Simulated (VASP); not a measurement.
# TiO2 (P4_2/mnm) in VASP: further runs, part 3 of 3

VASP 6.6.1. The steps go on from the part before.

### Step 6. Band structure, PBEsol

Input file INCAR:

```
SYSTEM = TiO2
  ALGO = Normal
  EDIFF = 1E-7
  ENCUT = 520
  GGA = PS
  ISIF = 2
  ISMEAR = -1
  LASPH = .True.
  LCHARG = .False.
  LMAXMIX = 4
  LREAL = .False.
  LWAVE = .False.
  NBANDS = 33
  NELM = 100
  PREC = Accurate
  SIGMA = 0.05
```

Input file KPOINTS:

```
k-points
0
Gamma
  6 6 9
  0 0 0
```

Input file POSCAR:

```
TiO2
1.0
    4.5998373239      0.0000000000      0.0000000000
    0.0000000000      4.5998373239      0.0000000000
    0.0000000000      0.0000000000      2.9592135600
Ti O
2 4
Direct
    0.0000000000      0.0000000000      0.5000000000
    0.5000000000      0.5000000000      0.0000000000
    0.3043213200      0.3043213200      0.5000000000
    0.1956786800      0.8043213200      0.0000000000
    0.8043213200      0.1956786800      0.0000000000
    0.6956786800      0.6956786800      0.5000000000
```

Input file KPOINTS_OPT:

```
path GXMGZRAZ,XR,MA
20
line-mode
reciprocal
 0.0000000000  0.0000000000  0.0000000000  G
 0.0000000000  0.5000000000  0.0000000000  X

 0.0000000000  0.5000000000  0.0000000000  X
 0.5000000000  0.5000000000  0.0000000000  M

 0.5000000000  0.5000000000  0.0000000000  M
 0.0000000000  0.0000000000  0.0000000000  G

 0.0000000000  0.0000000000  0.0000000000  G
 0.0000000000  0.0000000000  0.5000000000  Z

 0.0000000000  0.0000000000  0.5000000000  Z
 0.0000000000  0.5000000000  0.5000000000  R

 0.0000000000  0.5000000000  0.5000000000  R
 0.5000000000  0.5000000000  0.5000000000  A

 0.5000000000  0.5000000000  0.5000000000  A
 0.0000000000  0.0000000000  0.5000000000  Z

 0.0000000000  0.5000000000  0.0000000000  X
 0.0000000000  0.5000000000  0.5000000000  R

 0.5000000000  0.5000000000  0.0000000000  M
 0.5000000000  0.5000000000  0.5000000000  A
```

Potentials or basis: VASP PAW PBE potentials, release 64 (Ti_sv, O).

Command:

```bash
> cat potpaw_PBE.64/Ti_sv/POTCAR potpaw_PBE.64/O/POTCAR > POTCAR
> mpirun -np 1 vasp_std > vasp.out
```

Wall time 2.8 min (1 thread of Intel Xeon 6975P-C (Granite Rapids), shared host); peak memory 0.26 GiB.

Results (log left out):

- Free energy: -56.0954 eV
- Pressure: -2.1 GPa
- Largest force: 0.047 eV/Å
- Band gap on the k mesh: 1.80 eV, direct
- Band gap along the path: 1.80 eV, direct

Forces on the atoms (eV/Å):
```
Ti   0.000  0.000  0.000
Ti   0.000  0.000  0.000
O    0.033  0.033  0.000
O   -0.033  0.033  0.000
O    0.033 -0.033  0.000
O   -0.033 -0.033  0.000
```

Stress tensor (GPa, compression positive):
```
-1.56  0.00  0.00
 0.00 -1.56  0.00
 0.00  0.00 -3.28
```

Levels at the corners of the path, in eV from the valence-band top:
```tsv
point	band 21	band 22	band 23	band 24	band 25	band 26	band 27	band 28
Γ	-0.71	-0.46	-0.46	0.00	1.80	2.08	2.35	2.45
X	-1.67	-1.67	-0.76	-0.76	2.47	2.47	2.98	2.98
X	-1.67	-1.67	-0.76	-0.76	2.47	2.47	2.98	2.98
M	-1.32	-1.32	-1.09	-1.09	1.84	1.84	2.47	2.47
M	-1.32	-1.32	-1.09	-1.09	1.84	1.84	2.47	2.47
Γ	-0.71	-0.46	-0.46	0.00	1.80	2.08	2.35	2.45
Γ	-0.71	-0.46	-0.46	0.00	1.80	2.08	2.35	2.45
Z	-2.42	-2.42	-1.45	-1.45	2.94	2.94	3.13	3.13
Z	-2.42	-2.42	-1.45	-1.45	2.94	2.94	3.13	3.13
R	-2.07	-2.07	-1.05	-1.05	1.84	1.84	3.16	3.16
R	-2.07	-2.07	-1.05	-1.05	1.84	1.84	3.16	3.16
A	-1.31	-1.31	-0.68	-0.68	2.55	2.55	3.16	3.16
A	-1.31	-1.31	-0.68	-0.68	2.55	2.55	3.16	3.16
Z	-2.42	-2.42	-1.45	-1.45	2.94	2.94	3.13	3.13
X	-1.67	-1.67	-0.76	-0.76	2.47	2.47	2.98	2.98
R	-2.07	-2.07	-1.05	-1.05	1.84	1.84	3.16	3.16
M	-1.32	-1.32	-1.09	-1.09	1.84	1.84	2.47	2.47
A	-1.31	-1.31	-0.68	-0.68	2.55	2.55	3.16	3.16
```

Caveat: the PAW data sets were made with another functional, which shifts forces and pressure a little.

### Step 7. Overview

| level | potentials or basis | k mesh | smearing | ladder | grid for exact exchange (PRECFOCK) | exchange at q = 0 | share of exact exchange | gap on the mesh (eV) | pressure (GPa) | largest force (eV/Å) |
| --- | --- | --- | --- | --- | --- | --- | --- | --- | --- | --- |
| PBE0 | VASP PAW PBE potentials, release 64 (Ti_sv, O) | 4 × 4 × 6 | gaussian 0.02 eV | gaps | Fast | truncated | - | 4.09 | -3.2 | 0.17 |
| r2SCAN-EpsX | VASP PAW PBE potentials, release 64 (Ti_sv, O) | 4 × 4 × 6 | gaussian 0.02 eV | gaps | Fast | truncated | 0.1264 | 3.29 | -2.7 | 0.11 |
| PBE | VASP PAW PBE potentials, release 64 (Ti_sv, O) | 6 × 6 × 9 | fermi-dirac 0.05 eV | - | - | - | - | 1.87 | - | - |
| LDA | VASP PAW LDA potentials, release 64 (Ti_sv, O) | 6 × 6 × 9 | fermi-dirac 0.05 eV | - | - | - | - | 1.75 | - | - |
| PBEsol | VASP PAW PBE potentials, release 64 (Ti_sv, O) | 6 × 6 × 9 | fermi-dirac 0.05 eV | - | - | - | - | 1.80 | -2.1 | 0.05 |

Alike in all rows: task band structure; no spin polarisation; cell as given; cutoff (eV) 520.

Caveats: the PAW data sets were made with another functional, which shifts forces and pressure a little (some runs).

Total energies depend on the potentials used, so only differences within one code and one set of settings carry meaning.

### Step 8. How close it comes

Step 2. Measured gap of TiO2: 3.03 eV (direct; 1.6 K; quoted in “Shallow Valence Band of Rutile GeO2 and P-type Doping”, 2020, arxiv:2011.08928). This calculation gives 4.09 eV (+1.06 eV). 2 values of this kind are on record in papers (3.03 to 3.05 eV); this one was drawn at random among those near their median. The value is that of PBE0, without temperature or zero-point motion. The cell is a database's relaxed one, not the measured one, which moves gaps too.

Step 3. Against the measured gap of TiO2, 3.03 eV (direct; 1.6 K; quoted in “Shallow Valence Band of Rutile GeO2 and P-type Doping”, 2020, arxiv:2011.08928), the calculated 3.29 eV is off by +0.26 eV. 2 values of this kind are on record in papers (3.03 to 3.05 eV); this one was drawn at random among those near their median. The value is that of r2SCAN-EpsX, without temperature or zero-point motion. The cell is a database's relaxed one, not the measured one, which moves gaps too.

Step 4. A measured gap of TiO2 is 3.03 eV (direct; 1.6 K; quoted in “Shallow Valence Band of Rutile GeO2 and P-type Doping”, 2020, arxiv:2011.08928); the calculated 1.84 eV misses it by -1.19 eV. 2 values of this kind are on record in papers (3.03 to 3.05 eV); this one was drawn at random among those near their median. The value is that of PBE, without temperature or zero-point motion. Semilocal functionals fall short of measured gaps as a rule. The cell is a database's relaxed one, not the measured one, which moves gaps too.

Step 5. Against the measured gap of TiO2, 3.03 eV (direct; 1.6 K; quoted in “Shallow Valence Band of Rutile GeO2 and P-type Doping”, 2020, arxiv:2011.08928), the calculated 1.75 eV is off by -1.28 eV. 2 values of this kind are on record in papers (3.03 to 3.05 eV); this one was drawn at random among those near their median. The value is that of LDA, without temperature or zero-point motion. Semilocal functionals fall short of measured gaps as a rule. The cell is a database's relaxed one, not the measured one, which moves gaps too.

Step 6. Measured gap of TiO2: 3.03 eV (direct; 1.6 K; quoted in “Shallow Valence Band of Rutile GeO2 and P-type Doping”, 2020, arxiv:2011.08928). This calculation gives 1.80 eV (-1.23 eV). 2 values of this kind are on record in papers (3.03 to 3.05 eV); this one was drawn at random among those near their median. The value is that of PBEsol, without temperature or zero-point motion. Semilocal functionals fall short of measured gaps as a rule. The cell is a database's relaxed one, not the measured one, which moves gaps too.
